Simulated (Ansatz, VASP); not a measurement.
# MoS2 in VASP and in Ansatz

```
Mo S
1.0
     3.20521    0.00000    0.00000
    -1.60261    2.77580    0.00000
     0.00000    0.00000   17.44940
Mo S
1 2
Direct
  0.00000 0.00000 0.00000
  0.33333 0.66667 0.91051
  0.33333 0.66667 0.08949
```

Change from the starting cell: volume scaled by 1.02.

Alike in both runs: task single point; functional PBEsol; k mesh 10 × 10 × 2; occupations fermi-dirac, width 0.05 eV; no spin polarisation.

|  | VASP | Ansatz |
| --- | --- | --- |
| version | VASP 6.6.1 | Ansatz 0.2.0 |
| potentials or method | VASP PAW PBE potentials, release 64 (Mo_sv, S) | Ansatz PAW |
| plane-wave cutoff (eV) | 520 | 420 |
| valence electrons in the cell | 26 | 26 |

```csv
,VASP,Ansatz,Ansatz less VASP
gap on the k mesh at the Fermi level (eV),1.69,1.68,-0.011
least direct gap on the mesh (eV),1.88,1.87,-0.004
rms of the force components (eV/Å),0.217,0.219,+0.0016
```

Atom by atom the forces differ by 0.002 eV/Å (rms over components).

Caveats: the PAW data sets were made with another functional, which shifts forces and pressure a little (VASP); the PAW data sets come from PBE, with cores solved anew for the run's functional, which leaves a small shift of forces and pressure (Ansatz).
